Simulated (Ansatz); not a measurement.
# Ge: one atom moved over a plane

The task, for Ge: map the energy of atom 1 (Ge) over a plane.

Method: DFT PBEsol, scalar-relativistic, plane waves, PAW, in Ansatz 0.2.0.

## (1) The system as given

It takes space group I4_1/amd (No. 141, tetragonal). Conventional cell: a = 5.149 Å, b = 5.149 Å, c = 2.795 Å, α = 90.00°, β = 90.00°, γ = 90.00°. Ge (site symmetry -4m2) is surrounded by 6 Ge at 2.67 to 2.79 Å.

As a file:

```
CELL_PARAMETERS angstrom
-2.57449 2.57449 1.39741
2.57449 -2.57449 1.39741
2.57449 2.57449 -1.39741
ATOMIC_POSITIONS crystal
Ge 0.25000 0.75000 0.50000
Ge 0.50000 0.50000 0.00000
```

It goes back to an entry of the Materials Project, which need not be the stable form.

The cell is taken as given, not relaxed at this level.

## (2) Zero of energy

The reference gives a free energy of -8506.6662 eV, pressure -0.71 GPa, largest force 0.000 eV/Å and gap on the mesh none (metal). It was computed beforehand with the settings of the runs below.

## (3) Setting up one atom moved over a plane

Atom 1 (Ge) is moved by p along (1.000, 0.000, 0.000) and q along (0.000, 0.000, 1.000) (Å), all else fixed; its images in the other cells move with it. Points alike by symmetry are run once.

## (4) p = -0.300, q = -0.300

The input, input.yaml:

```yaml
crystal:
  lattice:
    - [-2.574489719, 2.574489719, 1.3974126432]
    - [2.574489719, -2.574489719, 1.3974126432]
    - [2.574489719, 2.574489719, -1.3974126432]
  atoms:
    - { symbol: Ge, position: [0.1426587642, 0.584394791, 0.4417360268] }
    - { symbol: Ge, position: [0.5, 0.5, 0.0] }
basis:
  ecutwfc: 420
kpoints:
  mp_grid: { grid: [20, 20, 20] }
hamiltonian:
  xc: pbesol
scf:
  occupations: { method: gaussian, width: 0.15 }
output:
  forces: true
  stress: true
  eigenvalues: true
```

Command:

```
$ ansatz run input.yaml --threads 1 --pin off --max-ram 2560MiB --backend cpu --events-out ev --progress --plain --runs-dir out
```

What it wrote, cut to the lines that bear on the results:

```text
Warning: RAYON_NUM_THREADS=1 ignored (pool sized by the plan → 1); use --threads N
[...]
Pseudopotentials: kind: paw
Pseudopotential: Ge, paw, valence charge 14, recommended cutoff 420 eV (normal), Ge.paw.azcp
Functional definition: PBEsol
[...]
Crystal: 2 atoms, lattice volume = 37.048 Å³
Basis set: ecut = 420 eV, 733 PW (Γ), exchange–correlation on 54×54×54 points (8 copies of the dense FFT grid, shifted against one another)
Bands: 18, of which v1, the nominal top of the filled ones, is band 14 counted from 1 (13 counted from 0)
Symmetry: 4 space group operations
Space group: C2/m (ITA 12), of the structure as read, at distance tolerance 3.3e-5 Å
k-points: 2112 of 8000
[...]
SCF iter   1: F=—  HF=-8506.547983 eV  |F-HF|=—  |Δ(HF+E_count)|=         —  Δρ=2.37e-3  dr2=1.19e-3  ethr=1.77e-3  ⟨swp⟩=5.1  Hψ=156180  notcnv=0
[...]
SCF iter   6: F=-8506.546878 eV  HF=-8506.546878 eV  |F-HF|=3.46e-11  |Δ(HF+E_count)|=   7.09e-9  Δρ=2.86e-6  dr2=1.82e-9  ethr=1.49e-10  ⟨swp⟩=2.2  Hψ=122207  notcnv=0
[...]
SCF converged after 6 iterations
Free energy (F): -8506.546878 eV
[...]
E sigma→0 (E₀):  -8506.542426 eV
Entropy (-TS):   -0.008905 eV (-4.453 meV/atom)
Fermi energy:    11.060860 eV
[...]
--- Forces (eV/Å), atoms counted from 1 ---
  atom   1  Ge     0.77686269     0.00000000    -0.17270792
  atom   2  Ge    -0.77686269     0.00000000     0.17270792
[...]
--- Stress (GPa, compression-positive) ---
        4.189606       0.000000      -1.985489
        0.000000      -0.256013       0.000000
       -1.985489       0.000000       2.090283
  P = ⅓ Tr σ = 2.0080 GPa (20.080 kbar)
--- Band table (eV; the first three rows and the last of 2112) ---
  k-point 0: bands = ["-13.7186", "-13.6593", "-13.6420", "-13.6234", "-13.5458", "-13.5364", "-13.4725", "-13.4723", "-13.4381", "-13.3559", "-2.4104", "7.0458", "8.7118", "8.7503", "13.7689", "18.5925", "18.9502", "19.3945"]
[...]
```

Wall time 43 s (1 thread of Intel Xeon Platinum 8488C (Sapphire Rapids), shared host); peak memory 1.4 GiB.

## (5) Point p = -0.300, q = 0.000

input.yaml, as its differences from that of step 4:

```diff
@@ -6,3 +6,3 @@
   atoms:
-    - { symbol: Ge, position: [0.1426587642, 0.584394791, 0.4417360268] }
+    - { symbol: Ge, position: [0.25, 0.6917360268, 0.4417360268] }
     - { symbol: Ge, position: [0.5, 0.5, 0.0] }
```

Command:

```
$ ansatz run input.yaml --threads 1 --pin off --max-ram 2560MiB --backend cpu --events-out ev --progress --plain --runs-dir out
```

What it wrote, cut to the lines that bear on the results:

```text
[...]
SCF converged after 6 iterations
Free energy (F): -8506.463568 eV
[...]
E sigma→0 (E₀):  -8506.459066 eV
Entropy (-TS):   -0.009005 eV (-4.502 meV/atom)
Fermi energy:    11.023839 eV
[...]
--- Forces (eV/Å), atoms counted from 1 ---
  atom   1  Ge     1.56497975     0.00000000    -0.38376762
  atom   2  Ge    -1.56497975     0.00000000     0.38376762
[...]
--- Stress (GPa, compression-positive) ---
        9.851521       0.000000      -2.684052
        0.000000      -3.387256       0.000000
       -2.684052       0.000000       1.515798
  P = ⅓ Tr σ = 2.6600 GPa (26.600 kbar)
--- Band table (eV; the first three rows and the last of 2112) ---
  k-point 0: bands = ["-13.7551", "-13.6836", "-13.6534", "-13.6515", "-13.5326", "-13.5282", "-13.5256", "-13.5106", "-13.4490", "-13.3625", "-2.4288", "7.0408", "8.5938", "8.8470", "13.7265", "18.7480", "19.0659", "19.0789"]
[...]
```

Wall time 41 s (1 thread of Intel Xeon Platinum 8488C (Sapphire Rapids), shared host); peak memory 1.3 GiB.

## (6) At p = -0.300, q = 0.300

input.yaml, as its differences from that of step 5:

```diff
@@ -6,3 +6,3 @@
   atoms:
-    - { symbol: Ge, position: [0.25, 0.6917360268, 0.4417360268] }
+    - { symbol: Ge, position: [0.3573412358, 0.7990772626, 0.4417360268] }
     - { symbol: Ge, position: [0.5, 0.5, 0.0] }
```

Command:

```
$ ansatz run input.yaml --threads 1 --pin off --max-ram 2560MiB --backend cpu --events-out ev --progress --plain --runs-dir out
```

What it wrote, cut to the lines that bear on the results:

```text
Warning: RAYON_NUM_THREADS=1 ignored (pool sized by the plan → 1); use --threads N
[...]
[... 3 set-up lines as earlier in the session ...]
[...]
Crystal: 2 atoms, lattice volume = 37.048 Å³
Basis set: ecut = 420 eV, 733 PW (Γ), exchange–correlation on 54×54×54 points (8 copies of the dense FFT grid, shifted against one another)
Bands: 18, of which v1, the nominal top of the filled ones, is band 14 counted from 1 (13 counted from 0)
[... 2 set-up lines as earlier in the session ...]
k-points: 2112 of 8000
[...]
SCF iter   1: F=—  HF=-8506.332917 eV  |F-HF|=—  |Δ(HF+E_count)|=         —  Δρ=2.31e-3  dr2=1.24e-3  ethr=1.77e-3  ⟨swp⟩=5.1  Hψ=159064  notcnv=0
[...]
SCF iter   6: F=-8506.331632 eV  HF=-8506.331632 eV  |F-HF|=6.46e-10  |Δ(HF+E_count)|=   1.05e-8  Δρ=3.82e-6  dr2=3.34e-9  ethr=2.49e-10  ⟨swp⟩=3.3  Hψ=124560  notcnv=0
[...]
SCF converged after 6 iterations
Free energy (F): -8506.331632 eV
[...]
E sigma→0 (E₀):  -8506.326914 eV
Entropy (-TS):   -0.009436 eV (-4.718 meV/atom)
Fermi energy:    11.012040 eV
[...]
--- Forces (eV/Å), atoms counted from 1 ---
  atom   1  Ge     2.34324065     0.00000000    -0.44152673
  atom   2  Ge    -2.34324065     0.00000000     0.44152673
[...]
--- Stress (GPa, compression-positive) ---
       16.689876       0.000000      -2.122926
        0.000000      -5.360321       0.000000
       -2.122926       0.000000      -0.167536
  P = ⅓ Tr σ = 3.7207 GPa (37.207 kbar)
--- Band table (eV; the first three rows and the last of 2112) ---
  k-point 0: bands = ["-13.8351", "-13.6885", "-13.6777", "-13.6669", "-13.5926", "-13.5911", "-13.5200", "-13.4789", "-13.4643", "-13.3640", "-2.4478", "7.0368", "8.4381", "8.9768", "13.6769", "18.7804", "18.8729", "19.2783"]
[...]
```

It took 41 s on 1 thread of Intel Xeon Platinum 8488C (Sapphire Rapids), shared host; peak memory 1.3 GiB.

## (7) Point p = 0.000, q = -0.300

input.yaml, as its differences from that of step 6:

```diff
@@ -6,3 +6,3 @@
   atoms:
-    - { symbol: Ge, position: [0.3573412358, 0.7990772626, 0.4417360268] }
+    - { symbol: Ge, position: [0.1426587642, 0.6426587642, 0.5] }
     - { symbol: Ge, position: [0.5, 0.5, 0.0] }
```

Command:

```
$ ansatz run input.yaml --threads 1 --pin off --max-ram 2560MiB --backend cpu --events-out ev --progress --plain --runs-dir out
```

What it wrote, cut to the lines that bear on the results:

```text
Warning: RAYON_NUM_THREADS=1 ignored (pool sized by the plan → 1); use --threads N
[...]
[... 3 set-up lines as earlier in the session ...]
[...]
Crystal: 2 atoms, lattice volume = 37.048 Å³
Basis set: ecut = 420 eV, 733 PW (Γ), exchange–correlation on 54×54×54 points (8 copies of the dense FFT grid, shifted against one another)
Bands: 18, of which v1, the nominal top of the filled ones, is band 14 counted from 1 (13 counted from 0)
Symmetry: 8 space group operations
Space group: Imma (ITA 74), of the structure as read, at distance tolerance 3.3e-5 Å
k-points: 1166 of 8000
[...]
SCF iter   1: F=—  HF=-8506.642011 eV  |F-HF|=—  |Δ(HF+E_count)|=         —  Δρ=2.23e-3  dr2=1.16e-3  ethr=1.77e-3  ⟨swp⟩=5.0  Hψ=85634  notcnv=0
[...]
SCF iter   6: F=-8506.640868 eV  HF=-8506.640868 eV  |F-HF|=7.93e-10  |Δ(HF+E_count)|=   1.88e-9  Δρ=2.60e-6  dr2=2.22e-9  ethr=1.39e-10  ⟨swp⟩=2.2  Hψ=67230  notcnv=0
[...]
SCF converged after 6 iterations
Free energy (F): -8506.640868 eV
[...]
E sigma→0 (E₀):  -8506.636206 eV
Entropy (-TS):   -0.009324 eV (-4.662 meV/atom)
Fermi energy:    11.045763 eV
[...]
--- Forces (eV/Å), atoms counted from 1 ---
  atom   1  Ge     0.00000000     0.00000000     0.14295515
  atom   2  Ge     0.00000000     0.00000000    -0.14295515
[...]
--- Stress (GPa, compression-positive) ---
       -3.442392       0.000000       0.000000
        0.000000       2.445610       0.000000
        0.000000       0.000000      -0.619725
  P = ⅓ Tr σ = -0.5388 GPa (-5.388 kbar)
--- Band table (eV; the first three rows and the last of 1166) ---
  k-point 0: bands = ["-13.7014", "-13.6175", "-13.6058", "-13.6056", "-13.5362", "-13.5167", "-13.4662", "-13.4499", "-13.4290", "-13.3528", "-2.2682", "6.9771", "8.5604", "8.8463", "14.2749", "18.2997", "18.9793", "19.2521"]
[...]
```

It took 23 s on 1 thread of Intel Xeon Platinum 8488C (Sapphire Rapids), shared host; peak memory 0.87 GiB.

## (8) At p = -0.300, q = -0.150

input.yaml, as its differences from that of step 7:

```diff
@@ -6,3 +6,3 @@
   atoms:
-    - { symbol: Ge, position: [0.1426587642, 0.6426587642, 0.5] }
+    - { symbol: Ge, position: [0.1963293821, 0.6380654089, 0.4417360268] }
     - { symbol: Ge, position: [0.5, 0.5, 0.0] }
```

Command:

```
$ ansatz run input.yaml --threads 1 --pin off --max-ram 2560MiB --backend cpu --events-out ev --progress --plain --runs-dir out
```

What it wrote, cut to the lines that bear on the results:

```text
[...]
SCF converged after 6 iterations
Free energy (F): -8506.513395 eV
[...]
E sigma→0 (E₀):  -8506.508974 eV
Entropy (-TS):   -0.008841 eV (-4.421 meV/atom)
Fermi energy:    11.038871 eV
[...]
--- Forces (eV/Å), atoms counted from 1 ---
  atom   1  Ge     1.15089138     0.00000000    -0.27722694
  atom   2  Ge    -1.15089138     0.00000000     0.27722694
[...]
--- Stress (GPa, compression-positive) ---
        6.688878       0.000000      -2.449361
        0.000000      -1.862652       0.000000
       -2.449360       0.000000       1.956990
  P = ⅓ Tr σ = 2.2611 GPa (22.611 kbar)
--- Band table (eV; the first three rows and the last of 2112) ---
  k-point 0: bands = ["-13.7250", "-13.6809", "-13.6471", "-13.6358", "-13.5310", "-13.5282", "-13.5012", "-13.4979", "-13.4430", "-13.3599", "-2.4190", "7.0432", "8.6768", "8.7757", "13.7498", "18.6677", "18.9944", "19.2436"]
[...]
```

Run time: 43 s. Hardware: 1 thread of Intel Xeon Platinum 8488C (Sapphire Rapids), shared host; peak memory 1.3 GiB.

## (9) At p = -0.300, q = 0.150

input.yaml, as its differences from that of step 8:

```diff
@@ -6,3 +6,3 @@
   atoms:
-    - { symbol: Ge, position: [0.1963293821, 0.6380654089, 0.4417360268] }
+    - { symbol: Ge, position: [0.3036706179, 0.7454066447, 0.4417360268] }
     - { symbol: Ge, position: [0.5, 0.5, 0.0] }
```

Command:

```
$ ansatz run input.yaml --threads 1 --pin off --max-ram 2560MiB --backend cpu --events-out ev --progress --plain --runs-dir out
```

What it wrote, cut to the lines that bear on the results:

```text
[...]
SCF converged after 6 iterations
Free energy (F): -8506.400048 eV
[...]
E sigma→0 (E₀):  -8506.395486 eV
Entropy (-TS):   -0.009124 eV (-4.562 meV/atom)
Fermi energy:    11.014745 eV
[...]
--- Forces (eV/Å), atoms counted from 1 ---
  atom   1  Ge     1.97573391     0.00000000    -0.45401313
  atom   2  Ge    -1.97573391     0.00000000     0.45401313
[...]
--- Stress (GPa, compression-positive) ---
       13.350162       0.000000      -2.611579
        0.000000      -4.623422       0.000000
       -2.611579       0.000000       0.786877
  P = ⅓ Tr σ = 3.1712 GPa (31.712 kbar)
--- Band table (eV; the first three rows and the last of 2112) ---
  k-point 0: bands = ["-13.7955", "-13.6800", "-13.6696", "-13.6606", "-13.5635", "-13.5609", "-13.5217", "-13.4939", "-13.4562", "-13.3637", "-2.4386", "7.0385", "8.5108", "8.9172", "13.7014", "18.8200", "18.9191", "19.1637"]
[...]
```

It took 43 s on 1 thread of Intel Xeon Platinum 8488C (Sapphire Rapids), shared host; peak memory 1.3 GiB.

## (10) At p = -0.150, q = -0.300

input.yaml, as its differences from that of step 9:

```diff
@@ -6,3 +6,3 @@
   atoms:
-    - { symbol: Ge, position: [0.3036706179, 0.7454066447, 0.4417360268] }
+    - { symbol: Ge, position: [0.1426587642, 0.6135267776, 0.4708680134] }
     - { symbol: Ge, position: [0.5, 0.5, 0.0] }
@@ -20 +20,5 @@
   eigenvalues: true
+  write_density: true
+  write_potential: true
+  elf: true
+  volumetric_format: npy
```

Command:

```
$ ansatz run input.yaml --threads 1 --pin off --max-ram 2560MiB --backend cpu --events-out ev --progress --plain --runs-dir out
```

What it wrote:

```text
[... 27 lines left out ...]
SCF 1 converged in 6 iterations: F = -8506.621422 eV  dr2 = 2.06e-9
SCF converged after 6 iterations
Free energy (F): -8506.621422 eV
Harris-Foulkes:  -8506.621422 eV  (|F-HF|=6.04e-10)
Internal energy: -8506.612038 eV  (E = F + TS)
E sigma→0 (E₀):  -8506.616730 eV
Entropy (-TS):   -0.009384 eV (-4.692 meV/atom)
Fermi energy:    11.047666 eV
--- Per-component energies (eV) ---
  E_band       = -225.645052
  E_kinetic    = 222.383935
  E_local      = -4301.650518  (includes V_loc(G=0)·N_el)
  E_nonlocal   = 836.230692
  E_hartree    = 1883.048779
  E_xc         = -150.551577
  E_vxc        = -130.129442  (∫ρ·V_xc dr)
  E_paw        = -3953.934090  (= ΣΔE_a)
  E_vpaw       = -618.578956  (= ΣTr[D̂ρ^β])
  E_aug_tail   = 0.000582  (compensation charges beyond the density's cutoff)
  E_ewald      = -3043.975714
  E_core_change = 1.835872  (= ΣΔE_core)
  E_smearing   = -0.009384  (= −TS)
  E_closure    = -0.000000  (closes the sum)
  Σ components = -8506.621422   (vs F -8506.621422, Δ=0.00e0)
--- Forces (eV/Å), atoms counted from 1 ---
  atom   1  Ge     0.27797573     0.00000000     0.06694842
  atom   2  Ge    -0.27797573     0.00000000    -0.06694842
  max |Σ_I F_I| component: 0.00e0 eV/Å
--- Stress (GPa, compression-positive) ---
       -1.474955       0.000000      -0.622150
        0.000000       1.717707       0.000000
       -0.622149       0.000000      -0.049859
  P = ⅓ Tr σ = 0.0643 GPa (0.643 kbar)
--- Band table (eV; the first three rows and the last of 2112) ---
  k-point 0: bands = ["-13.7045", "-13.6263", "-13.6140", "-13.6090", "-13.5388", "-13.5209", "-13.4670", "-13.4552", "-13.4307", "-13.3534", "-2.3033", "6.9945", "8.5987", "8.8209", "14.1401", "18.3797", "19.0918", "19.1769"]
  k-point 1: bands = ["-13.7030", "-13.6264", "-13.6145", "-13.6077", "-13.5382", "-13.5202", "-13.4673", "-13.4557", "-13.4317", "-13.3549", "-2.2759", "6.6921", "8.7006", "8.9826", "14.2842", "18.1402", "18.7561", "19.2728"]
  k-point 2: bands = ["-13.6986", "-13.6265", "-13.6160", "-13.6039", "-13.5364", "-13.5179", "-13.4681", "-13.4572", "-13.4348", "-13.3595", "-2.1936", "6.0496", "8.8199", "9.3982", "14.7041", "17.5474", "18.2367", "19.1883"]
  k-point 2111: bands = ["-13.6796", "-13.6153", "-13.5670", "-13.5309", "-13.5283", "-13.4998", "-13.4899", "-13.4728", "-13.4641", "-13.4594", "2.0647", "2.1214", "5.0561", "5.3229", "16.2594", "18.4267", "21.8849", "22.3372"]
```

It took 56 s on 1 thread of Intel Xeon Platinum 8488C (Sapphire Rapids), shared host; peak memory 1.3 GiB.

Axes a, b and c in the maps are those of this run's conventional cell (a, b, c = 5.859, 5.149, 2.795 Å).

Density in a lattice plane of the grid's cell (edges 5.86 and 2.79 Å, at 0.000 of the third edge), which holds Ge.

Values in e/Å³, 6 rows by 12 columns:
```
 0.52  0.71  0.40  0.25  0.29  0.85  3.96  1.67  0.37  0.17  0.15  0.26
 7.38  5.39  0.60  0.34  0.59 12.21 38.09  2.61  0.29  0.14  0.20  0.79
56.50  6.70  0.47  0.37  1.11 16.55  8.14  0.63  0.17  0.14  0.38  6.69
 7.38  0.81  0.29  0.31  0.70  1.35  0.60  0.24  0.14  0.20  0.58  5.39
 0.52  0.28  0.20  0.22  0.29  0.32  0.26  0.21  0.19  0.24  0.42  0.72
 0.26  0.25  0.22  0.19  0.20  0.27  0.39  0.42  0.30  0.22  0.22  0.25
```
Columns run along the first of these edges and rows up along the second, over one cell in 12 and 6 even steps from the bottom left corner. Atoms in the plane (fractional): Ge at (0.47, 0.61), Ge at (0.00, 0.50).

ELF in the same plane.

Values, 6 rows by 12 columns:
```
0.42 0.37 0.38 0.46 0.50 0.37 0.19 0.30 0.44 0.37 0.31 0.44
0.11 0.13 0.40 0.58 0.43 0.08 0.04 0.25 0.42 0.24 0.38 0.38
0.11 0.13 0.47 0.56 0.34 0.03 0.07 0.39 0.34 0.27 0.41 0.14
0.11 0.38 0.53 0.46 0.37 0.31 0.41 0.42 0.26 0.40 0.42 0.14
0.41 0.46 0.38 0.36 0.39 0.45 0.48 0.43 0.41 0.49 0.44 0.39
0.49 0.45 0.37 0.32 0.38 0.48 0.42 0.42 0.49 0.49 0.47 0.46
```
Columns run along the first of these edges and rows up along the second, over one cell in 12 and 6 even steps from the bottom left corner. Atoms in the plane (fractional): Ge at (0.47, 0.61), Ge at (0.00, 0.50).

Both are smooth fields of the valence electrons: close to the nuclei they are not physical.

Outside the cores ELF peaks at 0.64 on the Ge–Ge line, 1.2 Å from Ge.

## (11) Point p = -0.150, q = 0.000

input.yaml, as its differences from that of step 10:

```diff
@@ -6,3 +6,3 @@
   atoms:
-    - { symbol: Ge, position: [0.1426587642, 0.6135267776, 0.4708680134] }
+    - { symbol: Ge, position: [0.25, 0.7208680134, 0.4708680134] }
     - { symbol: Ge, position: [0.5, 0.5, 0.0] }
@@ -20,5 +20 @@
   eigenvalues: true
-  write_density: true
-  write_potential: true
-  elf: true
-  volumetric_format: npy
```

Command:

```
$ ansatz run input.yaml --threads 1 --pin off --max-ram 2560MiB --backend cpu --events-out ev --progress --plain --runs-dir out
```

What it wrote, cut to the lines that bear on the results:

```text
Warning: RAYON_NUM_THREADS=1 ignored (pool sized by the plan → 1); use --threads N
[...]
[... 3 set-up lines as earlier in the session ...]
[...]
Crystal: 2 atoms, lattice volume = 37.048 Å³
Basis set: ecut = 420 eV, 733 PW (Γ), exchange–correlation on 54×54×54 points (8 copies of the dense FFT grid, shifted against one another)
Bands: 18, of which v1, the nominal top of the filled ones, is band 14 counted from 1 (13 counted from 0)
[... 2 set-up lines as earlier in the session ...]
k-points: 2112 of 8000
[...]
SCF iter   1: F=—  HF=-8506.621974 eV  |F-HF|=—  |Δ(HF+E_count)|=         —  Δρ=2.27e-3  dr2=1.22e-3  ethr=1.77e-3  ⟨swp⟩=5.0  Hψ=155182  notcnv=0
[...]
SCF iter   6: F=-8506.620807 eV  HF=-8506.620807 eV  |F-HF|=8.80e-10  |Δ(HF+E_count)|=   5.47e-9  Δρ=2.72e-6  dr2=2.38e-9  ethr=1.51e-10  ⟨swp⟩=2.7  Hψ=122741  notcnv=0
[...]
SCF converged after 6 iterations
Free energy (F): -8506.620807 eV
[...]
E sigma→0 (E₀):  -8506.616177 eV
Entropy (-TS):   -0.009258 eV (-4.629 meV/atom)
Fermi energy:    11.025926 eV
[...]
--- Forces (eV/Å), atoms counted from 1 ---
  atom   1  Ge     0.62014869     0.00000000    -0.08985266
  atom   2  Ge    -0.62014869     0.00000000     0.08985266
[...]
--- Stress (GPa, compression-positive) ---
        1.707497       0.000000      -0.862709
        0.000000      -1.709603       0.000000
       -0.862709       0.000000       0.272909
  P = ⅓ Tr σ = 0.0903 GPa (0.903 kbar)
--- Band table (eV; the first three rows and the last of 2112) ---
  k-point 0: bands = ["-13.6917", "-13.6453", "-13.6120", "-13.6112", "-13.5026", "-13.4971", "-13.4967", "-13.4959", "-13.4305", "-13.3589", "-2.3073", "6.9933", "8.6768", "8.7417", "14.1292", "18.6833", "18.7557", "19.1621"]
[...]
```

Run time: 40 s. Hardware: 1 thread of Intel Xeon Platinum 8488C (Sapphire Rapids), shared host; peak memory 1.4 GiB.

## (12) All points together

Energy above the undisturbed cell in eV/cell; points alike by symmetry are filled in, and a dash was not computed:

```csv
p \ q,-0.300,-0.150,0.000,0.150,0.300
-0.300,0.119,0.153,0.203,0.266,0.335
-0.150,0.045,–,0.045,–,–
0.000,0.025,–,0.000,–,0.025
0.150,0.045,–,0.045,–,–
0.300,0.119,0.153,0.203,0.266,0.335
```

Pressure in GPa:

```
 p \ q  -0.300  -0.150  0.000  0.150  0.300
-0.300     2.0     2.3    2.7    3.2    3.7
-0.150     0.1       –    0.1      –      –
 0.000    -0.5       –   -0.7      –   -0.5
 0.150     0.1       –    0.1      –      –
 0.300     2.0     2.3    2.7    3.2    3.7
```

## (13) What came out

```
                         quantity                                      value
                    highest point  0.335 eV/cell at (p, q) = (-0.300, 0.300)
lowest point away from the origin           0.025 eV/cell at (0.000, -0.300)
```

**Reading.** The undisturbed cell is the lowest computed point.
